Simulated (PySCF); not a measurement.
**Structure elucidation problem**

The spectra below were simulated for a compound C5H8.

¹H NMR (400 MHz, computed): δ 0.75 (s, 8H).

¹³C{¹H} NMR (computed): δ 11.0, 9.8.

Isolated molecule, one averaged value for each set of equivalent atoms, relativity neglected, one conformer. PBE0-D3(BJ)/def2-TZVP structure; σ from GIAO-PBE0/pcSseg-2; PySCF 2.14.

Scale: TMS for ¹H (σref 31.52), ¹³C (σref 186.03) (reference shieldings calculated alike).

Propose a structure and justify it.

Results:


The formula gives 2 degrees of unsaturation (2 rings in the answer). 2 carbon signals for 5 carbons: some carbons are equivalent by symmetry or fast rotation. Carbon types of the structure: 1 × C, 4 × CH2, which accounts for all hydrogens. δC 11.0, 9.8: three-membered-ring carbon; carbons of three-membered rings are unusually shielded. δH 0.75: hydrogen on a three-membered-ring carbon; cyclopropane-type protons are shielded by the ring.

These data were computed for Spiropentane (SMILES C1C2(CC2)C1).

The shifts were computed for this structure.

Shifts are as computed. Against solution values, carbons near 30 ppm lie about +3 ppm off and those near 130 ppm about +9 ppm. Of 1309 compounds with measured shifts, 239 miss one by over three times the rms of a fit or turn the order of signals round; such compounds aren't used in these exercises.
